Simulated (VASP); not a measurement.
# CdTe (F-43m) in VASP: notebook, part 3 of 3

VASP 6.6.1. The steps go on from the part before.

**4. Single point, LDA**

This run uses another cell than the first one, of 32.92 Å³/atom, 1.087 times its volume.

The input, INCAR:

```
SYSTEM = CdTe
ALGO     = Normal         ! electronic algorithm
EDIFF    = 1E-6           ! SCF threshold, eV
ENCUT    = 520            ! plane-wave cutoff, eV
ISIF     = 2              ! what is computed and relaxed
ISMEAR   = 0              ! smearing method
LASPH    = .True.         ! aspherical terms in the spheres
LCHARG   = .False.        ! write CHGCAR
LREAL    = .False.        ! projectors in reciprocal space
LWAVE    = .False.        ! write WAVECAR
NBANDS   = 16             ! bands
NELM     = 60             ! most SCF steps
PREC     = Accurate       ! precision mode
SIGMA    = 0.01           ! smearing width, eV
```

The input, KPOINTS:

```
k-points
0
Gamma
  6 6 6
  0 0 0
```

The input, POSCAR:

```
CdTe
1.0
    0.0000000000      3.2050000000      3.2050000000
    3.2050000000      0.0000000000      3.2050000000
    3.2050000000      3.2050000000      0.0000000000
Cd Te
1 1
Direct
    0.0000000000      0.0000000000      0.0000000000
    0.2500000000      0.2500000000      0.2500000000
```

Potentials or basis: VASP PAW LDA potentials, release 64 (Cd, Te).

On the command line:

```sh
$ cat potpaw_LDA.64/Cd/POTCAR potpaw_LDA.64/Te/POTCAR > POTCAR
$ mpirun -np 1 vasp_std > vasp.out
```

OUTCAR:

```text
SYSTEM = CdTe
   EDIFF = 1E-6
   ENCUT = 520
   ISIF = 2
   ISMEAR = 0
   LASPH = .True.
   LREAL = .False.
   NELM = 60
   PREC = Accurate

 ion  position               nearest neighbor table
   1  0.000  0.000  0.000-   2 2.78   2 2.78   2 2.78   2 2.78
   2  0.250  0.250  0.250-   1 2.78   1 2.78   1 2.78   1 2.78

  LATTYP: Found a face centered cubic cell.
 ALAT       =     6.4100000000

  Lattice vectors:

 A1 = (   0.0000000000,   3.2050000000,   3.2050000000)
 A2 = (   3.2050000000,   0.0000000000,   3.2050000000)
 A3 = (   3.2050000000,   3.2050000000,   0.0000000000)

Analysis of symmetry for initial positions (statically):
=====================================================================
 Subroutine PRICEL returns:
 Original cell was already a primitive cell.

 Routine SETGRP: Setting up the symmetry group for a
 face centered cubic supercell.

 Subroutine GETGRP returns: Found 24 space group operations
 (whereof 24 operations were pure point group operations)
 out of a pool of 48 trial point group operations.

The static configuration has the point symmetry T_d .

[... 150 lines left out ...]
  energy without entropy =       -6.04427543  energy(sigma->0) =       -6.04427543

 E-fermi :   2.5768     XC(G=0):  -9.0888

 val. band max:        2.4698408941   @ k =   0.0000   0.0000   0.0000
 cond. band min:       3.1207021248   @ k =   0.0000   0.0000   0.0000
 fundamental gap:      0.6508612307
 Fermi energy:         2.5768271142

 k-point     1 :       0.0000    0.0000    0.0000
  band No.  band energies     occupation
      1      -8.9651      2.00000
      2      -5.9465      2.00000
      3      -5.9465      2.00000
      4      -5.9465      2.00000
      5      -5.6574      2.00000
      6      -5.6574      2.00000
[... 281 lines left out ...]
      3      -5.7993      2.00000
      4      -5.7122      2.00000
      5      -5.6443      2.00000
      6      -5.0645      2.00000
[... 8 lines left out ...]
     15      13.5701      0.00000
     16      13.8135      0.00000

------------------------ aborting loop because EDIFF is reached ----------------------------------------

  FORCE on cell =-STRESS in cart. coord.  units (eV):
  Direction    XX          YY          ZZ          XY          YZ          ZX
  --------------------------------------------------------------------------------------
  -------------------------------------------------------------------------------------
  Total        0.1067740      0.1067740      0.1067740      0.0000000      0.0000000     -0.0000000
  in kB        2.5981375      2.5981375      2.5981375      0.0000000      0.0000000     -0.0000000
  external PRESSURE =       2.5981375 kB  Pullay stress =       0.0000000 kB

 VOLUME and BASIS-vectors are now :
 -----------------------------------------------------------------------------
  energy-cutoff  :      520.00
  volume of cell :       65.84
      direct lattice vectors                 reciprocal lattice vectors
     0.000000000  3.205000000  3.205000000    -0.156006240  0.156006240  0.156006240
     3.205000000  0.000000000  3.205000000     0.156006240 -0.156006240  0.156006240
     3.205000000  3.205000000  0.000000000     0.156006240  0.156006240 -0.156006240

 POSITION                                       TOTAL-FORCE (eV/Angst)
 -----------------------------------------------------------------------------------
      0.00000      0.00000      0.00000         0.000000      0.000000     -0.000000
      1.60250      1.60250      1.60250        -0.000000     -0.000000      0.000000
 -----------------------------------------------------------------------------------
    total drift:                                0.000000      0.000000      0.000000

  FREE ENERGIE OF THE ION-ELECTRON SYSTEM (eV)
  ---------------------------------------------------
  free  energy   TOTEN  =        -6.0442754303 eV

  energy  without entropy=       -6.0442754303  energy(sigma->0) =       -6.04427543
```

Run time: 13 s. Hardware: 1 thread of Intel Xeon Platinum 8259CL at 2.50GHz (Skylake/Cascade Lake), shared host; peak memory 0.17 GiB.

What came out:

```yaml
Free_energy: -6.0443 eV
Pressure: 0.3 GPa
Band_gap_on_the_k_mesh: 0.65 eV, direct
```

Levels at points of the mesh, in eV from the valence-band top:
```
           k point  band 6  band 7  band 8  band 9  band 10  band 11  band 12  band 13
(0.00, 0.00, 0.00)   -8.13    0.00    0.00    0.00     0.65     4.47     4.47     4.47
(0.50, 0.00, 0.00)   -7.75   -4.69   -0.84   -0.84     1.69     5.08     5.08     6.88
(0.50, 0.50, 0.00)   -7.61   -4.54   -2.01   -2.01     2.37     2.54     8.82     9.15
```

Caveat: spin-orbit coupling is left out, which moves the levels of the heavy elements.

**5. Single point, LDA**

This run uses another cell than the first one, of 34.24 Å³/atom, 1.130 times its volume.

The input, INCAR:

```
SYSTEM = CdTe
PREC     = Accurate       ! precision mode
ENCUT    = 520            ! plane-wave cutoff, eV
EDIFF    = 1E-6           ! SCF threshold, eV
ISMEAR   = 0              ! smearing method
SIGMA    = 0.01           ! smearing width, eV
LREAL    = .False.        ! projectors in reciprocal space
LASPH    = .True.         ! aspherical terms in the spheres
NELM     = 80             ! most SCF steps
ALGO     = Normal         ! electronic algorithm
ISIF     = 2              ! what is computed and relaxed
LWAVE    = .False.        ! write WAVECAR
LCHARG   = .False.        ! write CHGCAR
NBANDS   = 16             ! bands
```

The input, KPOINTS:

```
Automatic mesh
0
Gamma
  6 6 6
  0 0 0
```

The input, POSCAR:

```
CdTe
1.0
    0.0000000000      3.2471758892      3.2471758892
    3.2471758892      0.0000000000      3.2471758892
    3.2471758892      3.2471758892      0.0000000000
Cd Te
1 1
Direct
    0.0000000000      0.0000000000      0.0000000000
    0.2500000000      0.2500000000      0.2500000000
```

On the command line:

```sh
$ cat potpaw_LDA.64/Cd/POTCAR potpaw_LDA.64/Te/POTCAR > POTCAR
$ mpirun -np 1 vasp_std > vasp.out
```

Wall time 13 s (1 thread of Intel Xeon Platinum 8259CL at 2.50GHz (Skylake/Cascade Lake), shared host); peak memory 0.18 GiB.

The run converged. Its results:

```
Free energy            : -6.0343 eV
Pressure               : -1.4 GPa
Band gap on the k mesh : 0.53 eV, direct
```

Levels at points of the mesh, in eV from the valence-band top:
| k point | band 6 | band 7 | band 8 | band 9 | band 10 | band 11 | band 12 | band 13 |
| --- | --- | --- | --- | --- | --- | --- | --- | --- |
| (0.00, 0.00, 0.00) | -8.01 | 0.00 | 0.00 | 0.00 | 0.53 | 4.50 | 4.50 | 4.50 |
| (0.50, 0.00, 0.00) | -7.67 | -4.47 | -0.78 | -0.78 | 1.65 | 5.09 | 5.09 | 6.85 |
| (0.50, 0.50, 0.00) | -7.54 | -4.35 | -1.87 | -1.87 | 2.45 | 2.55 | 8.60 | 8.95 |

Caveat: spin-orbit coupling is left out, which moves the levels of the heavy elements.

**6. Single point, LDA**

This run uses another cell than the first one, of 35.56 Å³/atom, 1.174 times its volume.

The input, INCAR:

```
SYSTEM = CdTe
PREC = Accurate
ENCUT = 520
EDIFF = 1E-7
ISMEAR = 0
SIGMA = 0.01
LREAL = .FALSE.
LASPH = .TRUE.
NELM = 80
ALGO = Normal
ISIF = 2
LWAVE = .FALSE.
LCHARG = .FALSE.
GGA = CA
NBANDS = 16
```

The input, KPOINTS:

```
regular mesh
0
G
  6 6 6
  0 0 0
```

The input, POSCAR:

```
CdTe
1.0
    0.0000000000      3.2882837455      3.2882837455
    3.2882837455      0.0000000000      3.2882837455
    3.2882837455      3.2882837455      0.0000000000
Cd Te
1 1
Direct
    0.0000000000      0.0000000000      0.0000000000
    0.2500000000      0.2500000000      0.2500000000
```

Potentials or basis: VASP PAW LDA potentials, release 64 (Cd, Te).

On the command line:

```sh
$ cat potpaw_LDA.64/Cd/POTCAR potpaw_LDA.64/Te/POTCAR > POTCAR
$ mpirun -np 1 vasp_std > vasp.out
```

Wall time 15 s (1 thread of Intel Xeon Platinum 8259CL at 2.50GHz (Skylake/Cascade Lake), shared host); peak memory 0.18 GiB.

It converged, with:

* Free energy: -5.9994 eV
* Pressure: -2.8 GPa
* Band gap on the k mesh: 0.42 eV, direct

Levels at points of the mesh, in eV from the valence-band top:
```csv
k point,band 7,band 8,band 9,band 10,band 11,band 12
"(0.00, 0.00, 0.00)",0.00,0.00,0.00,0.42,4.52,4.52
"(0.50, 0.00, 0.00)",-4.26,-0.72,-0.72,1.61,5.10,5.10
"(0.50, 0.50, 0.00)",-4.17,-1.75,-1.75,2.53,2.55,8.40
```

Caveat: spin-orbit coupling is left out, which moves the levels of the heavy elements.

**7. Overview**

```tsv
cell	gap on the mesh (eV)	pressure (GPa)
a = 4.408 Å, angles 60.0°, 2 atoms	0.91	5.1
a = 4.471 Å, angles 60.0°, 2 atoms	0.78	2.4
a = 4.533 Å, angles 60.0°, 2 atoms	0.65	0.3
a = 4.592 Å, angles 60.0°, 2 atoms	0.53	-1.4
a = 4.650 Å, angles 60.0°, 2 atoms	0.42	-2.8
```

Alike in all rows: task single point; level LDA; potentials or basis VASP PAW LDA potentials, release 64 (Cd, Te); no spin polarisation; k mesh 6 × 6 × 6; cutoff (eV) 520; smearing gaussian 0.01 eV.

Caveats: spin-orbit coupling is left out, which moves the levels of the heavy elements.

Absolute energies hang on the potentials; compare differences alone.

**8. Comparison with measurements**

Step 3. A measured gap of CdTe is 1.607 eV (0 K; a printed reference work, data compilation); the calculated 0.78 eV misses it by -0.83 eV. Spin-orbit coupling on Cd, Te is left out. The value is that of LDA, without temperature or zero-point motion. Semilocal functionals fall short of measured gaps as a rule.

Step 4. Against the measured gap of CdTe, 1.607 eV (0 K; a printed reference work, data compilation), the calculated 0.65 eV is off by -0.96 eV. Spin-orbit coupling on Cd, Te is left out. The value is that of LDA, without temperature or zero-point motion. Semilocal functionals fall short of measured gaps as a rule.

Step 5. Measured gap of CdTe: 1.607 eV (0 K; a printed reference work, data compilation). This calculation gives 0.53 eV (-1.08 eV). So large a miss can be the level of theory's own, or it may mean another phase, state or a wrong row. Spin-orbit coupling on Cd, Te is left out. The value is that of LDA, without temperature or zero-point motion. Semilocal functionals fall short of measured gaps as a rule.

Step 6. Against the measured gap of CdTe, 1.607 eV (0 K; a printed reference work, data compilation), the calculated 0.42 eV is off by -1.19 eV. So large a miss can be the level of theory's own, or it may mean another phase, state or a wrong row. Spin-orbit coupling on Cd, Te is left out. The value is that of LDA, without temperature or zero-point motion. Semilocal functionals fall short of measured gaps as a rule.
